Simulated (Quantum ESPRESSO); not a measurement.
The system is WC.

```
W C
1.0
     0.00000    2.19268    2.19268
     2.19268    0.00000    2.19268
     2.19268    2.19268    0.00000
W C
1 1
Direct
  0.00000 0.00000 0.00000
  0.50000 0.50000 0.50000
```

Measurements of this composition are mostly on another form, of space group No. 187.

Base run:

| Property | Result |
| --- | --- |
| Program | Quantum ESPRESSO 7.5 |
| Functional | PBEsol |
| Potentials or basis | GBRV 1.5 PBEsol |
| Cutoff | 762 eV |
| Density cutoff | 6095 eV |
| k mesh | 10 × 10 × 10 |
| Occupations | fermi-dirac, width 0.05 eV |
| Spin | no spin polarisation |
| Hubbard terms | W d U = 1 eV |

Its results: band gap on the k mesh none (metal or under the smearing width); pressure -9.3 GPa.

Problem. The run is repeated on the same cell with these changes: hubbard terms from W d U = 1 eV to W d U = 5 eV. What comes out?

Solution. Band gap on the k mesh none (metal or under the smearing width); pressure -8.4 GPa.

Caveats: U without spin polarisation on a metal has little footing; the U is typed as a test and isn't derived for this compound.

Not every run made on this cell is shown here.
